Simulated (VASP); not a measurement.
# InP (F-43m) in VASP: further runs, part 2 of 3

VASP 6.6.1. The steps go on from the part before.

### Step 4. G0W0 quasiparticle levels, PBE

The input, POSCAR:

```
InP
1.0
    0.0000000000      2.9305000000      2.9305000000
    2.9305000000      0.0000000000      2.9305000000
    2.9305000000      2.9305000000      0.0000000000
In P
1 1
Direct
    0.0000000000      0.0000000000      0.0000000000
    0.7500000000      0.7500000000      0.7500000000
```

The input, INCAR.step1:

```
  PREC = Accurate
  ENCUT = 450
  EDIFF = 1E-8
  ISMEAR = 0
  SIGMA = 0.01
  LREAL = F
  LASPH = T
  NELM = 60
  ALGO = Normal
  LWAVE = T
  LCHARG = F
  GGA = PE
```

The input, INCAR.step2:

```
  PREC = Accurate
  ENCUT = 450
  EDIFF = 1E-8
  ISMEAR = 0
  SIGMA = 0.01
  LREAL = F
  LASPH = T
  NELM = 1
  ALGO = Exact
  LWAVE = T
  LCHARG = F
  GGA = PE
  NBANDS = 24
  LOPTICS = T
  ISTART = 1
```

The input, INCAR.step3:

```
  PREC = Accurate
  ENCUT = 450
  EDIFF = 1E-8
  ISMEAR = 0
  SIGMA = 0.01
  LREAL = F
  LASPH = T
  ALGO = EVGW0
  LWAVE = F
  LCHARG = F
  GGA = PE
  NELMGW = 1
  NBANDS = 24
  ENCUTGW = 50
  NOMEGA = 48
  PRECFOCK = Fast
  ISTART = 1
  NBANDSGW = 17
```

The input, KPOINTS:

```
Automatic mesh
0
Gamma
  3 3 3
```

Potentials or basis: VASP PAW PBE potentials, release 64 (In_d_GW, P_GW).

Run with:

```sh
cat potpaw_PBE.64/In_d_GW/POTCAR potpaw_PBE.64/P_GW/POTCAR > POTCAR
cp INCAR.step1 INCAR
mpirun -np 1 vasp_std > vasp.out
cp INCAR.step2 INCAR
mpirun -np 1 vasp_std > vasp.out
cp INCAR.step3 INCAR
mpirun -np 1 vasp_std > vasp.out
```

OUTCAR:

```text
PREC = Accurate
   ENCUT = 450
   EDIFF = 1E-8
   ISMEAR = 0
   LREAL = F
   LASPH = T
   GGA = PE
   NELMGW = 1
   ENCUTGW = 50
   PRECFOCK = Fast
   ISTART = 1

 Found      4 irreducible k-points:

 Following reciprocal coordinates:
            Coordinates               Weight
  0.000000  0.000000  0.000000      1.000000
  0.333333  0.000000  0.000000      8.000000
  0.333333  0.333333  0.000000      6.000000
 -0.333333  0.333333  0.000000     12.000000
   k-points           NKPTS =      4   k-points in BZ     NKDIM =     27   number of bands    NBANDS=     24
   number of dos      NEDOS =    301   number of ions     NIONS =      2
   total plane-waves  NPLWV =  27000
   dimension x,y,z NGX =    30 NGY =   30 NGZ =   30
   dimension x,y,z NGXF=    60 NGYF=   60 NGZF=   60
   ions per type =               1   1
   NGX,Y,Z   is equivalent  to a cutoff of  12.03, 12.03, 12.03 a.u.
   NGXF,Y,Z  is equivalent  to a cutoff of  24.07, 24.07, 24.07 a.u.
 SYSTEM =  unknown system
   PREC   = accura    normal or accurate (medium, high low for compatibility)
   ISTART =      1    job   : 0-new  1-cont  2-samecut
   ICHARG =      0    charge: 1-file 2-atom 10-const
   ISPIN  =      1    spin polarized calculation?
   LNONCOLLINEAR =      F non collinear calculations
   LSORBIT =      F    spin-orbit coupling
   LASPH  =      T    aspherical Exc in radial PAW
   ENCUT  =  450.0 eV  33.07 Ry    5.75 a.u.   7.17  7.17  7.17*2*pi/ulx,y,z
   NELM   =     60;   NELMIN=  2; NELMDL=  0     # of ELM steps
   EDIFF  = 0.1E-07   stopping-criterion for ELM
   LREAL  =      F    real-space projection
   EDIFFG = 0.1E-06   stopping-criterion for IOM
   NSW    =      0    number of steps for IOM
   IBRION =     -1    ionic relax: 0-MD 1-quasi-New 2-CG
   NFREE  =      0    steps in history (QN), initial steepest desc. (CG)
   ISIF   =      0    stress and relaxation
   ISYM   =      3    0-nonsym 1-usesym 2-fastsym
   POTIM  = 0.5000    time-step for ionic-motion
   TEBEG  =    0.0;   TEEND  =   0.0 temperature during run
   PSTRESS=    0.0 pullay stress
   NELECT =      18.0000    total number of electrons
   NUPDOWN=      -1.0000    fix difference up-down
   EMIN   =  10.00;   EMAX   =-10.00  energy-range for DOS
   EFERMI =   0.00;   METHOD = LEGACY
   ISMEAR =     0;   SIGMA  =   0.01  broadening in eV -4-tet -1-fermi 0-gaus
   EFERMI_NEDOS =   21; number of points for ismear=-14 and -15
   IALGO  =     38    algorithm
   IMIX   =      4    mixing-type and parameters
     AMIX     =   0.40;   BMIX     =  1.00
     AMIX_MAG =   1.60;   BMIX_MAG =  1.00
  volume/ion in A,a.u.               =      25.17       169.83
  Fermi-wavevector in a.u.,A,eV,Ry     =   1.162021  2.195901 18.371846  1.350293
  Thomas-Fermi vector in A             =   2.298587
   LORBIT       =      0    0 simple, 1 ext, 2 COOP (PROOUT), +10 PAW based schemes
   GGA     = PE    functional components
   LHFCALC =     T    Hartree Fock is set to
   PRECFOCK=fast      Normal, Fast or Accurate (Low or Medium for compatibility)
   ENCUT4O =  -1.0   cutoff for four orbital integrals eV
   NKREDX  =     1    reduce k-point grid by
   NKREDY  =     1    reduce k-point grid by
   NKREDZ  =     1    reduce k-point grid by
   AEXX    =    1.0000 exact exchange contribution
   HFSCREEN=    0.0000 screening length (either q_TF or 0.3 A-1)
   HFSCREENC=   0.0000 screening length for correlation (either q_TF or 0.3 A-1)
   ENCUTFOCK=  -1.0 apply spherical cutoff to Coloumb kernel
   IVDW    =     0    specifies the selected vdW correction
   LEPSILON=     F    determine dielectric tensor
   LRPA    =     F    only Hartree local field effects (RPA)
   LRPAFORCE           =     F    calculate RPA forces
   ENCUTGW             =  50.0    cutoff for response function in eV
   ENCUTGWSOFT         =  40.0    soft cutoff for Coulomb kernel in GW response function in eV
   ENCUTLF             =  -1.0    cutoff for local field effects
   NELMGW              =     1    number of iterations in solving QP/BSE equation
   NELMHF              =     1    number of iterations in the inner HF iteration
   NKREDLFX            =     1    NKREDLFY  =   1   NKREDLFZ  =   1
 non-spin polarized calculation
 Gauss-broadening in eV      SIGMA  =   0.01
  energy-cutoff  :      450.00
  volume of cell :       50.33
 maximum number of plane-waves:      1113
 NGX is ok and might be reduce to    30
  NGX = 16; NGY = 16; NGZ = 16
   NGX = 15   NGY = 15   NGZ = 15
 maximum number of plane-waves:        51
 NGX is ok and might be reduce to    10

 QP shifts <psi_nk| G(iteration)W_0 |psi_nk>: iteration 1
 for sc-GW calculations column KS-energies equals QP-energies in previous step
 and V_xc(KS)=  KS-energies - (<T + V_ion + V_H > + <T+V_H+V_ion>^1  + <V_x>^1)

 k-point   1 :       0.0000    0.0000    0.0000
  band No.  KS-energies  QP-energies   sigma(KS)   V_xc(KS)     V^pw_x(r,r')   Z            occupation Imag(sigma)

      1     -10.2933     -11.9970     -18.9958     -16.5967     -25.3298       0.7101       2.0000       0.4199
      2     -10.2933     -11.9970     -18.9958     -16.5967     -25.3298       0.7101       2.0000       0.4199
      3     -10.2933     -11.9970     -18.9958     -16.5967     -25.3298       0.7101       2.0000       0.4199
      4     -10.1476     -11.8739     -19.1159     -16.6813     -25.3437       0.7091       2.0000       0.3373
      5     -10.1476     -11.8739     -19.1159     -16.6813     -25.3437       0.7091       2.0000       0.3373
      6      -7.4965      -7.3810     -11.1208     -11.2915     -18.2328       0.6761       2.0000       1.3189
[... 9 lines left out ...]
     16      13.3900      14.6194      -8.6220     -10.2238      -4.5789       0.7675       0.0000      -0.3554
     17      15.1508      15.8017      -6.7100      -7.5434      -2.2265       0.7811       0.0000      -0.5813

 k-point   2 :       0.3333    0.0000    0.0000
  band No.  KS-energies  QP-energies   sigma(KS)   V_xc(KS)     V^pw_x(r,r')   Z            occupation Imag(sigma)

      1     -10.3780     -11.9794     -18.6903     -16.4123     -25.1398       0.7030       2.0000       0.4632
      2     -10.2619     -11.9725     -19.0323     -16.6269     -25.3500       0.7112       2.0000       0.4102
      3     -10.2619     -11.9725     -19.0323     -16.6269     -25.3500       0.7112       2.0000       0.4102
      4     -10.1406     -11.8698     -19.1239     -16.6925     -25.3595       0.7112       2.0000       0.3382
      5     -10.1406     -11.8698     -19.1239     -16.6925     -25.3595       0.7112       2.0000       0.3382
      6      -6.3726      -6.2941     -11.6869     -11.8032     -18.3664       0.6750       2.0000       1.0744
[... 9 lines left out ...]
     16      13.0533      14.1254      -8.2929      -9.6879      -4.1946       0.7686       0.0000      -0.3769
     17      17.8490      19.2298      -7.7101      -9.4725      -3.1524       0.7835       0.0000      -0.8306

 k-point   3 :       0.3333    0.3333    0.0000
  band No.  KS-energies  QP-energies   sigma(KS)   V_xc(KS)     V^pw_x(r,r')   Z            occupation Imag(sigma)

      1     -10.4311     -12.0093     -18.6219     -16.3704     -25.1035       0.7009       2.0000       0.4803
      2     -10.2169     -11.9374     -19.1018     -16.6866     -25.4095       0.7124       2.0000       0.4000
      3     -10.2169     -11.9374     -19.1018     -16.6866     -25.4095       0.7124       2.0000       0.4000
      4     -10.1839     -11.8952     -19.0355     -16.6154     -25.2746       0.7071       2.0000       0.3453
      5     -10.1216     -11.8534     -19.1408     -16.7115     -25.3767       0.7129       2.0000       0.3335
      6      -5.9901      -5.9120     -11.7706     -11.8862     -18.3062       0.6756       2.0000       1.0064
[... 9 lines left out ...]
     16      17.3369      18.4652      -7.2120      -8.6493      -2.7486       0.7850       0.0000      -0.6966
     17      18.1419      19.6414      -8.5606     -10.4773      -3.7866       0.7824       0.0000      -0.9332

 k-point   4 :      -0.3333    0.3333    0.0000
  band No.  KS-energies  QP-energies   sigma(KS)   V_xc(KS)     V^pw_x(r,r')   Z            occupation Imag(sigma)

      1     -10.4273     -11.9827     -18.5808     -16.3602     -25.0946       0.7005       2.0000       0.4900
      2     -10.2338     -11.9476     -19.0607     -16.6457     -25.3601       0.7096       2.0000       0.3917
      3     -10.2152     -11.9373     -19.1004     -16.6896     -25.4093       0.7143       2.0000       0.4018
      4     -10.1613     -11.8808     -19.0844     -16.6576     -25.3237       0.7086       2.0000       0.3412
      5     -10.1358     -11.8645     -19.1185     -16.6908     -25.3551       0.7121       2.0000       0.3355
      6      -5.2478      -5.1614     -12.2942     -12.4209     -18.6366       0.6823       2.0000       0.8833
[... 9 lines left out ...]
     16      17.1145      18.3146      -7.5869      -9.1332      -3.0451       0.7761       0.0000      -0.6709
     17      17.9822      19.3213      -7.8747      -9.6032      -3.1822       0.7747       0.0000      -0.8244
```

Run time: 28 s. Hardware: 1 thread of Intel Xeon 6975P-C (Granite Rapids), shared host; peak memory 0.32 GiB.

The run converged, but some of its settings lie outside the range that counts as converged, so its numbers aren't taken as properties of the crystal.

Results:

* Band gap on the k mesh, mean-field level: 0.67 eV, direct
* Quasiparticle gap: 1.38 eV
* Least direct quasiparticle gap: 1.38 eV

Caveat: the k mesh is coarse (spacing up to 0.62 Å⁻¹), so the values aren't converged; bands, screening cutoff and mesh are small and nothing is extrapolated, so the quasiparticle values aren't converged; spin-orbit coupling is left out, which moves the levels of the heavy elements.

### Step 5. G0W0 quasiparticle levels, PBE

POSCAR is that of step 4.

INCAR.step1 is that of step 4.

INCAR.step2: that of step 4 with these lines changed.

```diff
@@ -12,3 +12,3 @@
   GGA = PE
-  NBANDS = 24
+  NBANDS = 39
   LOPTICS = T
```

INCAR.step3: that of step 4 with these lines changed.

```diff
@@ -12,4 +12,4 @@
   NELMGW = 1
-  NBANDS = 24
-  ENCUTGW = 50
+  NBANDS = 39
+  ENCUTGW = 75
   NOMEGA = 48
```

KPOINTS is that of step 4.

Potentials or basis: VASP PAW PBE potentials, release 64 (In_d_GW, P_GW).

Run with:

```sh
cat potpaw_PBE.64/In_d_GW/POTCAR potpaw_PBE.64/P_GW/POTCAR > POTCAR
cp INCAR.step1 INCAR
mpirun -np 1 vasp_std > vasp.out
cp INCAR.step2 INCAR
mpirun -np 1 vasp_std > vasp.out
cp INCAR.step3 INCAR
mpirun -np 1 vasp_std > vasp.out
```

OUTCAR:

```text
PREC = Accurate
   ENCUT = 450
   EDIFF = 1E-8
   ISMEAR = 0
   LREAL = F
   LASPH = T
   GGA = PE
   NELMGW = 1
   ENCUTGW = 75
   PRECFOCK = Fast
   ISTART = 1

 Found      4 irreducible k-points:

 Following reciprocal coordinates:
            Coordinates               Weight
  0.000000  0.000000  0.000000      1.000000
  0.333333  0.000000  0.000000      8.000000
  0.333333  0.333333  0.000000      6.000000
 -0.333333  0.333333  0.000000     12.000000
   k-points           NKPTS =      4   k-points in BZ     NKDIM =     27   number of bands    NBANDS=     39
   number of dos      NEDOS =    301   number of ions     NIONS =      2
   total plane-waves  NPLWV =  27000
   dimension x,y,z NGX =    30 NGY =   30 NGZ =   30
   dimension x,y,z NGXF=    60 NGYF=   60 NGZF=   60
   ions per type =               1   1
   NGX,Y,Z   is equivalent  to a cutoff of  12.03, 12.03, 12.03 a.u.
   NGXF,Y,Z  is equivalent  to a cutoff of  24.07, 24.07, 24.07 a.u.
 SYSTEM =  unknown system
   PREC   = accura    normal or accurate (medium, high low for compatibility)
   ISTART =      1    job   : 0-new  1-cont  2-samecut
   ICHARG =      0    charge: 1-file 2-atom 10-const
   ISPIN  =      1    spin polarized calculation?
   LNONCOLLINEAR =      F non collinear calculations
   LSORBIT =      F    spin-orbit coupling
[... 31 lines left out ...]
   ENCUT4O =  -1.0   cutoff for four orbital integrals eV
   NKREDX  =     1    reduce k-point grid by
   NKREDY  =     1    reduce k-point grid by
   NKREDZ  =     1    reduce k-point grid by
   AEXX    =    1.0000 exact exchange contribution
   HFSCREEN=    0.0000 screening length (either q_TF or 0.3 A-1)
   HFSCREENC=   0.0000 screening length for correlation (either q_TF or 0.3 A-1)
   ENCUTFOCK=  -1.0 apply spherical cutoff to Coloumb kernel
   IVDW    =     0    specifies the selected vdW correction
   LEPSILON=     F    determine dielectric tensor
   LRPA    =     F    only Hartree local field effects (RPA)
   LRPAFORCE           =     F    calculate RPA forces
   ENCUTGW             =  75.0    cutoff for response function in eV
   ENCUTGWSOFT         =  60.0    soft cutoff for Coulomb kernel in GW response function in eV
   ENCUTLF             =  -1.0    cutoff for local field effects
   NELMGW              =     1    number of iterations in solving QP/BSE equation
   NELMHF              =     1    number of iterations in the inner HF iteration
   NKREDLFX            =     1    NKREDLFY  =   1   NKREDLFZ  =   1
 non-spin polarized calculation
 Gauss-broadening in eV      SIGMA  =   0.01
  energy-cutoff  :      450.00
  volume of cell :       50.33
 maximum number of plane-waves:      1113
 NGX is ok and might be reduce to    30
  NGX = 16; NGY = 16; NGZ = 16
   NGX = 15   NGY = 15   NGZ = 15
 maximum number of plane-waves:        76
 NGX is ok and might be reduce to    14

 QP shifts <psi_nk| G(iteration)W_0 |psi_nk>: iteration 1
 for sc-GW calculations column KS-energies equals QP-energies in previous step
 and V_xc(KS)=  KS-energies - (<T + V_ion + V_H > + <T+V_H+V_ion>^1  + <V_x>^1)

 k-point   1 :       0.0000    0.0000    0.0000
  band No.  KS-energies  QP-energies   sigma(KS)   V_xc(KS)     V^pw_x(r,r')   Z            occupation Imag(sigma)

      1     -10.2933     -11.8283     -18.7477     -16.5967     -25.3298       0.7136       2.0000       0.2814
      2     -10.2933     -11.8283     -18.7477     -16.5967     -25.3298       0.7136       2.0000       0.2814
      3     -10.2933     -11.8283     -18.7477     -16.5967     -25.3298       0.7136       2.0000       0.2814
      4     -10.1476     -11.7051     -18.8701     -16.6813     -25.3437       0.7116       2.0000       0.2063
      5     -10.1476     -11.7051     -18.8701     -16.6813     -25.3437       0.7116       2.0000       0.2063
      6      -7.4965      -7.5411     -11.3579     -11.2915     -18.2328       0.6718       2.0000       1.0979
[... 59 lines left out ...]
      3     -10.2152     -11.7648     -18.8551     -16.6896     -25.4093       0.7156       2.0000       0.2658
      4     -10.1613     -11.7134     -18.8420     -16.6576     -25.3237       0.7106       2.0000       0.2090
      5     -10.1358     -11.6922     -18.8743     -16.6908     -25.3551       0.7128       2.0000       0.2041
      6      -5.2478      -5.3021     -12.5017     -12.4209     -18.6366       0.6717       2.0000       0.7295
[... 9 lines left out ...]
     16      17.1145      17.6618      -8.4045      -9.1332      -3.0451       0.7509       0.0000      -0.5778
     17      17.9822      18.6107      -8.7571      -9.6032      -3.1822       0.7427       0.0000      -0.7237
```

It took 31 s on 1 thread of Intel Xeon 6975P-C (Granite Rapids), shared host; peak memory 0.32 GiB.

These settings aren't checked as converged: the numbers below hold their error.

Results:

```
Band gap on the k mesh, mean-field level : 0.67 eV, direct
Quasiparticle gap                        : 1.24 eV
Least direct quasiparticle gap           : 1.24 eV
```

Caveat: the k mesh is coarse (spacing up to 0.62 Å⁻¹), so the values aren't converged; bands, screening cutoff and mesh are small and nothing is extrapolated, so the quasiparticle values aren't converged; spin-orbit coupling is left out, which moves the levels of the heavy elements.

(Continued in part 3 of 3.)
